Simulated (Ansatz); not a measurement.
**BAs: how the settings move a single-point run**

How sensitive is a single-point run of BAs to its settings? A reference run comes first, then six runs with altered input. The cell is built on a prototype (rocksalt) and needn't be the phase found in nature.

Method: reference: DFT, PBE, plane waves, PAW, in Ansatz 0.2.0.

6 further runs of the same task are left out: 6 that didn't finish.

### Step 1. The starting structure

The structure is cubic, space group Fm-3m (No. 225). The conventional cell has a = 4.611 Å, b = 4.611 Å, c = 4.611 Å, α = 90.00°, β = 90.00°, γ = 90.00°. B (site symmetry m-3m) has 6 As at 2.31 Å as nearest neighbours. As (site symmetry m-3m) has 6 B at 2.31 Å as nearest neighbours.

Structure file:

```
CELL_PARAMETERS angstrom
0.00000 2.30529 2.30529
2.30529 0.00000 2.30529
2.30529 2.30529 0.00000
ATOMIC_POSITIONS crystal
B 0.00000 0.00000 0.00000
As 0.50000 0.50000 0.50000
```

### Step 2. Baseline

Input file input.yaml:

```yaml
crystal:
  lattice:
    - [0.0, 2.3052873177, 2.3052873177]
    - [2.3052873177, 0.0, 2.3052873177]
    - [2.3052873177, 2.3052873177, 0.0]
  atoms:
    - { symbol: B, position: [0.0, 0.0, 0.0] }
    - { symbol: As, position: [0.5, 0.5, 0.5] }
kpoints:
  mp_grid: { grid: [6, 6, 6] }
hamiltonian:
  xc: pbe
scf:
  occupations: { method: fermi_dirac, width: 0.02 }
  n_extra_bands: 4
output:
  forces: true
  stress: true
  eigenvalues: true
  write_density: true
  write_potential: true
  elf: true
  volumetric_format: npy
```

Run with:

```console
$ ansatz run input.yaml --threads 4 --pin off --max-ram 3686MiB --backend cpu --events-out ev --progress --plain --runs-dir out
```

Standard output, cut to the lines that bear on the results:

```text
Warning: RAYON_NUM_THREADS=4 ignored (pool sized by the plan → 4); use --threads N
scf.n_extra_bands = 4 over 9 filled bands (N_el = 18.0): the run solves 13 bands
[...]
Pseudopotentials: kind: paw
Pseudopotential: B, paw, valence charge 3, recommended cutoff 420 eV (normal), B.paw.azcp
Pseudopotential: As, paw, valence charge 15, recommended cutoff 420 eV (normal), As.paw.azcp
Functional definition: PBE
[...]
Crystal: 2 atoms, lattice volume = 24.502 Å³
Basis set: ecut = 420 eV, 531 PW (Γ), exchange–correlation on 48×48×48 points (8 copies of the dense FFT grid, shifted against one another)
Bands: 13, of which v1, the nominal top of the filled ones, is band 9 counted from 1 (8 counted from 0)
Symmetry: 48 space group operations
Space group: Fm-3m (ITA 225), of the structure as read, at distance tolerance 2.9e-5 Å
k-points: 16 of 216
[...]
SCF iter   1: F=—  HF=-5010.235566 eV  |F-HF|=—  |Δ(HF+E_count)|=         —  Δρ=1.77e-3  dr2=2.69e-4  ethr=1.77e-3  ⟨swp⟩=5.3  Hψ=1082  notcnv=0
[...]
SCF iter   6: F=-5010.235705 eV  HF=-5010.235705 eV  |F-HF|=3.87e-10  |Δ(HF+E_count)|=   6.88e-8  Δρ=1.61e-6  dr2=6.76e-10  ethr=5.56e-10  ⟨swp⟩=7.9  Hψ=1268  notcnv=0
[...]
SCF converged after 6 iterations
Free energy (F): -5010.235705 eV
[...]
E sigma→0 (E₀):  -5010.232334 eV
Entropy (-TS):   -0.006740 eV (-3.370 meV/atom)
Fermi energy:    12.837222 eV
[...]
--- Forces (eV/Å), atoms counted from 1 ---
  atom   1  B     -0.00000000     0.00000000    -0.00000000
  atom   2  As     0.00000000     0.00000000     0.00000000
[...]
--- Stress (GPa, compression-positive) ---
        0.358163      -0.000000      -0.000000
       -0.000000       0.358163      -0.000000
        0.000000      -0.000000       0.358163
  P = ⅓ Tr σ = 0.3582 GPa (3.582 kbar)
--- Band table (eV; the first three rows and the last of 16) ---
  k-point 0: bands = ["-23.1886", "-23.1886", "-23.1886", "-23.1875", "-23.1875", "-3.0494", "12.8550", "12.8550", "12.8550", "16.3388", "20.5499", "20.5499", "20.5499"]
[...]
```

Wall time 0.36 s (4 threads of an Arm CPU, shared host); peak memory 0.28 GiB.

### Step 3. Changed: eigensolver.kind dense

input.yaml: that of step 2 with these lines changed.

```diff
@@ -15,2 +15,3 @@
   n_extra_bands: 4
+  eigensolver: { kind: dense }
 output:
@@ -19,5 +20 @@
   eigenvalues: true
-  write_density: true
-  write_potential: true
-  elf: true
-  volumetric_format: npy
```

Run with:

```console
$ ansatz run input.yaml --threads 4 --pin off --max-ram 3686MiB --backend cpu --events-out ev --progress --plain --runs-dir out
```

Standard output, cut to the lines that bear on the results:

```text
Warning: RAYON_NUM_THREADS=4 ignored (pool sized by the plan → 4); use --threads N
scf.n_extra_bands = 4 over 9 filled bands (N_el = 18.0): the run solves 13 bands
[...]
Pseudopotentials: kind: paw
Pseudopotential: B, paw, valence charge 3, recommended cutoff 420 eV (normal), B.paw.azcp
Pseudopotential: As, paw, valence charge 15, recommended cutoff 420 eV (normal), As.paw.azcp
Functional definition: PBE
[...]
Crystal: 2 atoms, lattice volume = 24.502 Å³
Basis set: ecut = 420 eV, 531 PW (Γ), exchange–correlation on 48×48×48 points (8 copies of the dense FFT grid, shifted against one another)
Bands: 13, of which v1, the nominal top of the filled ones, is band 9 counted from 1 (8 counted from 0)
Symmetry: 48 space group operations
Space group: Fm-3m (ITA 225), of the structure as read, at distance tolerance 2.9e-5 Å
k-points: 16 of 216
[...]
Eigensolver: Dense (16 Hₖ)
[...]
SCF iter   1: F=—  HF=-5010.235449 eV  |F-HF|=—  |Δ(HF+E_count)|=         —  Δρ=1.70e-3  dr2=2.49e-4  ethr=1.00e-1
[...]
SCF iter   6: F=-5010.235705 eV  HF=-5010.235705 eV  |F-HF|=1.82e-12  |Δ(HF+E_count)|=  5.07e-10  Δρ=1.59e-7  dr2=3.10e-12  ethr=1.93e-12
[...]
SCF converged after 6 iterations
Free energy (F): -5010.235705 eV
[...]
E sigma→0 (E₀):  -5010.232334 eV
Entropy (-TS):   -0.006740 eV (-3.370 meV/atom)
Fermi energy:    12.837217 eV
[...]
--- Forces (eV/Å), atoms counted from 1 ---
  atom   1  B     -0.00000000     0.00000000     0.00000000
  atom   2  As    -0.00000000     0.00000000    -0.00000000
[...]
--- Stress (GPa, compression-positive) ---
        0.358062      -0.000000       0.000000
       -0.000000       0.358062       0.000000
        0.000000       0.000000       0.358062
  P = ⅓ Tr σ = 0.3581 GPa (3.581 kbar)
--- Band table (eV; the first three rows and the last of 16) ---
  k-point 0: bands = ["-23.1885", "-23.1885", "-23.1885", "-23.1874", "-23.1874", "-3.0494", "12.8550", "12.8550", "12.8550", "16.3388", "20.5499", "20.5499", "20.5499"]
[...]
```

It took 3.8 s on 4 threads of an Arm CPU, shared host; peak memory 0.38 GiB.

Energy and cycle count are those of the reference, so the change (solver) left the result and the number of cycles as they were.

### Step 4. Variant: occupations.method methfessel_paxton, occupations.width 0.2

input.yaml: that of step 2 with these lines changed.

```diff
@@ -13,3 +13,3 @@
 scf:
-  occupations: { method: fermi_dirac, width: 0.02 }
+  occupations: { method: methfessel_paxton, width: 0.2 }
   n_extra_bands: 4
@@ -19,5 +19 @@
   eigenvalues: true
-  write_density: true
-  write_potential: true
-  elf: true
-  volumetric_format: npy
```

Run with:

```console
$ ansatz run input.yaml --threads 4 --pin off --max-ram 3686MiB --backend cpu --events-out ev --progress --plain --runs-dir out
```

Standard output, cut to the lines that bear on the results:

```text
Warning: RAYON_NUM_THREADS=4 ignored (pool sized by the plan → 4); use --threads N
scf.n_extra_bands = 4 over 9 filled bands (N_el = 18.0): the run solves 13 bands
[...]
Pseudopotentials: kind: paw
Pseudopotential: B, paw, valence charge 3, recommended cutoff 420 eV (normal), B.paw.azcp
Pseudopotential: As, paw, valence charge 15, recommended cutoff 420 eV (normal), As.paw.azcp
Functional definition: PBE
[...]
Crystal: 2 atoms, lattice volume = 24.502 Å³
Basis set: ecut = 420 eV, 531 PW (Γ), exchange–correlation on 48×48×48 points (8 copies of the dense FFT grid, shifted against one another)
Bands: 13, of which v1, the nominal top of the filled ones, is band 9 counted from 1 (8 counted from 0)
Symmetry: 48 space group operations
Space group: Fm-3m (ITA 225), of the structure as read, at distance tolerance 2.9e-5 Å
k-points: 16 of 216
[...]
SCF converged after 5 iterations
Stability not checked: this state was not tested for a lower state beside it, because cold or Methfessel-Paxton smearing, or corrected tetrahedra, fill the levels in a way that the test cannot read (fill_not_monotonic; see scf.lower_state_search)
Free energy (F): -5010.240950 eV
[...]
E sigma→0 (E₀):  -5010.238140 eV
Entropy (-TS):   -0.011240 eV (-5.620 meV/atom)
Fermi energy:    12.866778 eV
[...]
--- Forces (eV/Å), atoms counted from 1 ---
  atom   1  B     -0.00000000    -0.00000000     0.00000000
  atom   2  As     0.00000000    -0.00000000    -0.00000000
[...]
--- Stress (GPa, compression-positive) ---
        0.376751       0.000000       0.000000
        0.000000       0.376751       0.000000
        0.000000       0.000000       0.376751
  P = ⅓ Tr σ = 0.3768 GPa (3.768 kbar)
--- Band table (eV; the first three rows and the last of 16) ---
  k-point 0: bands = ["-23.1747", "-23.1747", "-23.1747", "-23.1736", "-23.1736", "-3.0469", "12.8548", "12.8548", "12.8548", "16.3391", "20.5509", "20.5509", "20.5509"]
[...]
```

Wall time 0.31 s (4 threads of an Arm CPU, shared host); peak memory 0.27 GiB.

Changing the smearing moves the energy by -2.9 meV/atom (σ→0 values).

### Step 5. A run with other settings

input.yaml: that of step 2 with these lines changed.

```diff
@@ -13,3 +13,3 @@
 scf:
-  occupations: { method: fermi_dirac, width: 0.02 }
+  occupations: { method: fixed }
   n_extra_bands: 4
@@ -19,5 +19 @@
   eigenvalues: true
-  write_density: true
-  write_potential: true
-  elf: true
-  volumetric_format: npy
```

Run with:

```console
$ ansatz run input.yaml --threads 4 --pin off --max-ram 3686MiB --backend cpu --events-out ev --progress --plain --runs-dir out
```

Standard output, cut to the lines that bear on the results:

```text
Warning: RAYON_NUM_THREADS=4 ignored (pool sized by the plan → 4); use --threads N
scf.n_extra_bands = 4 over 9 filled bands (N_el = 18.0): the run solves 13 bands
[...]
Pseudopotentials: kind: paw
Pseudopotential: B, paw, valence charge 3, recommended cutoff 420 eV (normal), B.paw.azcp
Pseudopotential: As, paw, valence charge 15, recommended cutoff 420 eV (normal), As.paw.azcp
Functional definition: PBE
[...]
Crystal: 2 atoms, lattice volume = 24.502 Å³
Basis set: ecut = 420 eV, 531 PW (Γ), exchange–correlation on 48×48×48 points (8 copies of the dense FFT grid, shifted against one another)
Bands: 13, of which v1, the nominal top of the filled ones, is band 9 counted from 1 (8 counted from 0)
Symmetry: 48 space group operations
Space group: Fm-3m (ITA 225), of the structure as read, at distance tolerance 2.9e-5 Å
k-points: 16 of 216
[...]
SCF iter   1: F=—  HF=-5009.440625 eV  |F-HF|=—  |Δ(HF+E_count)|=         —  Δρ=4.89e-3  dr2=7.55e-3  ethr=1.77e-3  ⟨swp⟩=4.0  Hψ=994  notcnv=0  defer=21
[...]
SCF iter   6: F=-5009.439141 eV  HF=-5009.439141 eV  |F-HF|=2.43e-9  |Δ(HF+E_count)|=   1.42e-8  Δρ=3.22e-6  dr2=2.80e-9  ethr=5.56e-10  ⟨swp⟩=5.9  Hψ=909  notcnv=0
[...]
SCF converged after 6 iterations
Free energy (F): -5009.439141 eV
[...]
E sigma→0 (E₀):  -5009.439141 eV
Fermi energy:    14.345802 eV
[...]
--- Forces (eV/Å), atoms counted from 1 ---
  atom   1  B     -0.00000000     0.00000000    -0.00000000
  atom   2  As     0.00000000     0.00000000    -0.00000000
[...]
--- Stress (GPa, compression-positive) ---
       -2.426115       0.000000      -0.000000
        0.000000      -2.426115      -0.000000
       -0.000000       0.000000      -2.426115
  P = ⅓ Tr σ = -2.4261 GPa (-24.261 kbar)
--- Band table (eV; the first three rows and the last of 16) ---
  k-point 0: bands = ["-23.1164", "-23.1164", "-23.1164", "-23.1147", "-23.1147", "-3.0339", "12.8492", "12.8492", "12.8492", "16.3376", "20.5539", "20.5539", "20.5539"]
[...]
```

Wall time 0.33 s (4 threads of an Arm CPU, shared host); peak memory 0.27 GiB.

### Step 6. Checking the result

The program finished normally, with warnings (band overlap at count, metallic iterate). Convergence says nothing about whether the input makes sense.

Look at the input: scf.occupations.method is fixed; scf.occupations.width is missing. The risk: fixed occupations where they can't hold. The run converged, but that does not make its result sound.

To undo it: set scf.occupations.method to fermi_dirac and scf.occupations.width to 0.02.

Changing the smearing moves the energy by +396.6 meV/atom (σ→0 values), and the pressure goes from 0.4 to -2.4 GPa.

### Step 7. Changed: mixing.beta 0.05

input.yaml: that of step 2 with these lines changed.

```diff
@@ -15,2 +15,4 @@
   n_extra_bands: 4
+  mixing: { beta: 0.05 }
+  max_iter: 92
 output:
@@ -19,5 +21 @@
   eigenvalues: true
-  write_density: true
-  write_potential: true
-  elf: true
-  volumetric_format: npy
```

Run with:

```console
$ ansatz run input.yaml --threads 4 --pin off --max-ram 3686MiB --backend cpu --events-out ev --progress --plain --runs-dir out
```

Standard output, cut to the lines that bear on the results:

```text
Warning: RAYON_NUM_THREADS=4 ignored (pool sized by the plan → 4); use --threads N
scf.n_extra_bands = 4 over 9 filled bands (N_el = 18.0): the run solves 13 bands
[...]
Pseudopotentials: kind: paw
Pseudopotential: B, paw, valence charge 3, recommended cutoff 420 eV (normal), B.paw.azcp
Pseudopotential: As, paw, valence charge 15, recommended cutoff 420 eV (normal), As.paw.azcp
Functional definition: PBE
[...]
Crystal: 2 atoms, lattice volume = 24.502 Å³
Basis set: ecut = 420 eV, 531 PW (Γ), exchange–correlation on 48×48×48 points (8 copies of the dense FFT grid, shifted against one another)
Bands: 13, of which v1, the nominal top of the filled ones, is band 9 counted from 1 (8 counted from 0)
Symmetry: 48 space group operations
Space group: Fm-3m (ITA 225), of the structure as read, at distance tolerance 2.9e-5 Å
k-points: 16 of 216
[...]
SCF iter   1: F=—  HF=-5010.235566 eV  |F-HF|=—  |Δ(HF+E_count)|=         —  Δρ=1.77e-3  dr2=2.69e-4  ethr=1.77e-3  ⟨swp⟩=5.3  Hψ=1082  notcnv=0
[...]
SCF iter   8: F=-5010.235704 eV  HF=-5010.235705 eV  |F-HF|=4.65e-8  |Δ(HF+E_count)|=   1.15e-6  Δρ=1.26e-5  dr2=4.55e-8  ethr=5.56e-10  ⟨swp⟩=2.8  Hψ=827  notcnv=0
[...]
SCF converged after 8 iterations
Free energy (F): -5010.235704 eV
[...]
E sigma→0 (E₀):  -5010.232333 eV
Entropy (-TS):   -0.006742 eV (-3.371 meV/atom)
Fermi energy:    12.837234 eV
[...]
--- Forces (eV/Å), atoms counted from 1 ---
  atom   1  B     -0.00000000     0.00000000    -0.00000000
  atom   2  As     0.00000000     0.00000000    -0.00000000
[...]
--- Stress (GPa, compression-positive) ---
        0.358679       0.000000      -0.000000
        0.000000       0.358679      -0.000000
       -0.000000       0.000000       0.358679
  P = ⅓ Tr σ = 0.3587 GPa (3.587 kbar)
--- Band table (eV; the first three rows and the last of 16) ---
  k-point 0: bands = ["-23.1890", "-23.1890", "-23.1890", "-23.1879", "-23.1879", "-3.0495", "12.8550", "12.8550", "12.8550", "16.3388", "20.5499", "20.5499", "20.5499"]
[...]
```

Wall time 0.32 s (4 threads of an Arm CPU, shared host); peak memory 0.27 GiB.

The changed mixing doesn't alter the result here (within 0.5 meV/atom).

### Step 8. Changed: occupations.method gaussian, occupations.width 0.2

input.yaml: that of step 2 with these lines changed.

```diff
@@ -13,3 +13,3 @@
 scf:
-  occupations: { method: fermi_dirac, width: 0.02 }
+  occupations: { method: gaussian, width: 0.2 }
   n_extra_bands: 4
@@ -19,5 +19 @@
   eigenvalues: true
-  write_density: true
-  write_potential: true
-  elf: true
-  volumetric_format: npy
```

Run with:

```console
$ ansatz run input.yaml --threads 4 --pin off --max-ram 3686MiB --backend cpu --events-out ev --progress --plain --runs-dir out
```

Standard output, cut to the lines that bear on the results:

```text
Warning: RAYON_NUM_THREADS=4 ignored (pool sized by the plan → 4); use --threads N
scf.n_extra_bands = 4 over 9 filled bands (N_el = 18.0): the run solves 13 bands
[...]
Pseudopotentials: kind: paw
Pseudopotential: B, paw, valence charge 3, recommended cutoff 420 eV (normal), B.paw.azcp
Pseudopotential: As, paw, valence charge 15, recommended cutoff 420 eV (normal), As.paw.azcp
Functional definition: PBE
[...]
Crystal: 2 atoms, lattice volume = 24.502 Å³
Basis set: ecut = 420 eV, 531 PW (Γ), exchange–correlation on 48×48×48 points (8 copies of the dense FFT grid, shifted against one another)
Bands: 13, of which v1, the nominal top of the filled ones, is band 9 counted from 1 (8 counted from 0)
Symmetry: 48 space group operations
Space group: Fm-3m (ITA 225), of the structure as read, at distance tolerance 2.9e-5 Å
k-points: 16 of 216
[...]
SCF iter   1: F=—  HF=-5010.259466 eV  |F-HF|=—  |Δ(HF+E_count)|=         —  Δρ=1.94e-3  dr2=5.29e-4  ethr=1.77e-3  ⟨swp⟩=5.0  Hψ=1056  notcnv=0
[...]
SCF iter   6: F=-5010.259530 eV  HF=-5010.259531 eV  |F-HF|=1.50e-8  |Δ(HF+E_count)|=   8.48e-9  Δρ=6.81e-6  dr2=1.41e-8  ethr=9.24e-11  ⟨swp⟩=2.3  Hψ=744  notcnv=0
[...]
SCF converged after 6 iterations
Free energy (F): -5010.259530 eV
[...]
E sigma→0 (E₀):  -5010.241041 eV
Entropy (-TS):   -0.036979 eV (-18.489 meV/atom)
Fermi energy:    12.873408 eV
[...]
--- Forces (eV/Å), atoms counted from 1 ---
  atom   1  B     -0.00000000     0.00000000     0.00000000
  atom   2  As     0.00000000     0.00000000     0.00000000
[...]
--- Stress (GPa, compression-positive) ---
        0.565744      -0.000000      -0.000000
       -0.000000       0.565744      -0.000000
       -0.000000       0.000000       0.565744
  P = ⅓ Tr σ = 0.5657 GPa (5.657 kbar)
--- Band table (eV; the first three rows and the last of 16) ---
  k-point 0: bands = ["-23.1668", "-23.1668", "-23.1668", "-23.1657", "-23.1657", "-3.0463", "12.8537", "12.8537", "12.8537", "16.3376", "20.5504", "20.5504", "20.5504"]
[...]
```

It took 0.33 s on 4 threads of an Arm CPU, shared host; peak memory 0.27 GiB.

Changing the smearing moves the energy by -4.4 meV/atom (σ→0 values).

### Step 9. Variant: occupations.method cold, occupations.width 0.05

input.yaml: that of step 2 with these lines changed.

```diff
@@ -13,3 +13,3 @@
 scf:
-  occupations: { method: fermi_dirac, width: 0.02 }
+  occupations: { method: cold, width: 0.05 }
   n_extra_bands: 4
@@ -19,5 +19 @@
   eigenvalues: true
-  write_density: true
-  write_potential: true
-  elf: true
-  volumetric_format: npy
```

Run with:

```console
$ ansatz run input.yaml --threads 4 --pin off --max-ram 3686MiB --backend cpu --events-out ev --progress --plain --runs-dir out
```

Standard output, cut to the lines that bear on the results:

```text
Warning: RAYON_NUM_THREADS=4 ignored (pool sized by the plan → 4); use --threads N
scf.n_extra_bands = 4 over 9 filled bands (N_el = 18.0): the run solves 13 bands
[...]
Pseudopotentials: kind: paw
Pseudopotential: B, paw, valence charge 3, recommended cutoff 420 eV (normal), B.paw.azcp
Pseudopotential: As, paw, valence charge 15, recommended cutoff 420 eV (normal), As.paw.azcp
Functional definition: PBE
[...]
Crystal: 2 atoms, lattice volume = 24.502 Å³
Basis set: ecut = 420 eV, 531 PW (Γ), exchange–correlation on 48×48×48 points (8 copies of the dense FFT grid, shifted against one another)
Bands: 13, of which v1, the nominal top of the filled ones, is band 9 counted from 1 (8 counted from 0)
Symmetry: 48 space group operations
Space group: Fm-3m (ITA 225), of the structure as read, at distance tolerance 2.9e-5 Å
k-points: 16 of 216
[...]
SCF converged after 5 iterations
Stability not checked: this state was not tested for a lower state beside it, because cold or Methfessel-Paxton smearing, or corrected tetrahedra, fill the levels in a way that the test cannot read (fill_not_monotonic; see scf.lower_state_search)
Free energy (F): -5010.231928 eV
[...]
E sigma→0 (E₀):  -5010.231149 eV
Entropy (-TS):   -0.002338 eV (-1.169 meV/atom)
Fermi energy:    12.840288 eV
[...]
--- Forces (eV/Å), atoms counted from 1 ---
  atom   1  B     -0.00000000     0.00000000    -0.00000000
  atom   2  As     0.00000000     0.00000000     0.00000000
[...]
--- Stress (GPa, compression-positive) ---
        0.357513      -0.000000       0.000000
       -0.000000       0.357513      -0.000000
       -0.000000      -0.000000       0.357513
  P = ⅓ Tr σ = 0.3575 GPa (3.575 kbar)
--- Band table (eV; the first three rows and the last of 16) ---
  k-point 0: bands = ["-23.1982", "-23.1982", "-23.1982", "-23.1971", "-23.1971", "-3.0508", "12.8557", "12.8557", "12.8557", "16.3396", "20.5498", "20.5498", "20.5498"]
[...]
```

Run time: 0.3 s. Hardware: 4 threads of an Arm CPU, shared host; peak memory 0.27 GiB.

Changing the smearing moves the energy by +0.6 meV/atom (σ→0 values).

### Step 10. All runs together

| run | ending | energy change | pressure (GPa) | gap (eV) | force (eV/Å) | cycles | time |
| --- | --- | --- | --- | --- | --- | --- | --- |
| reference | converged | 0 | 0.4 | 0.00 | 0.00 | 6 | 0.36 s |
| 1: eigensolver.kind dense | converged | 0.0 meV/atom | 0.4 | 0.00 | 0.00 | 6 | 3.8 s |
| 2: occupations.method methfessel_paxton, occupations.width 0.2 | converged | -2.9 meV/atom (σ→0) | 0.4 | 0.00 | 0.00 | 5 | 0.31 s |
| 3: occupations.method fixed, width left out | converged | +396.6 meV/atom (σ→0) | -2.4 | 0.00 | 0.00 | 6 | 0.33 s |
| 4: mixing.beta 0.05 | converged | 0.0 meV/atom | 0.4 | 0.00 | 0.00 | 8 | 0.32 s |
| 5: occupations.method gaussian, occupations.width 0.2 | converged | -4.4 meV/atom (σ→0) | 0.6 | 0.00 | 0.00 | 6 | 0.33 s |
| 6: occupations.method cold, occupations.width 0.05 | converged | +0.6 meV/atom (σ→0) | 0.4 | 0.00 | 0.00 | 5 | 0.3 s |

Times don't compare one to one where runs were asked for different outputs or read a saved state (see the inputs); cycles may leave out searches for a lower state.

Residual by cycle in the longest SCF loop of each run; runs are numbered as in the table. The quantity is the density residual dr2, in eV.

| cycle | reference | run 1 | run 2 | run 3 | run 4 | run 5 | run 6 |
| --- | --- | --- | --- | --- | --- | --- | --- |
| 1 | 2.7e-4 | 2.5e-4 | 3.5e-4 | 0.00755 | 2.7e-4 | 5.3e-4 | 3.8e-4 |
| 2 | 1.0e-4 | 1.0e-4 | 9.2e-5 | 7.2e-4 | 2.3e-4 | 9.0e-5 | 2.1e-4 |
| 3 | 9.2e-6 | 1.2e-6 | 1.7e-5 | 8.0e-5 | 1.3e-4 | 2.0e-5 | 2.3e-5 |
| 4 | 1.4e-6 | 7.3e-8 | 8.7e-7 | 6.9e-6 | 7.3e-5 | 1.3e-6 | 2.6e-6 |
| 5 | 1.5e-7 | 3.5e-10 | 2.9e-8 | 1.5e-7 | 1.9e-5 | 1.7e-8 | 2.0e-8 |
| 6 | 6.8e-10 | 3.1e-12 | - | 2.8e-9 | 1.1e-5 | 1.4e-8 | - |
| 7 | - | - | - | - | 3.0e-6 | - | - |
| 8 | - | - | - | - | 4.5e-8 | - | - |

**Reading.** Run 3 forced a fixed filling on bands that overlap, as the log warns, so it is not on the ground state. Of the variants the dearest is «eigensolver.kind dense» (3.8 s), the cheapest «occupations.method cold, occupations.width 0.05» (0.3 s), on a shared host.
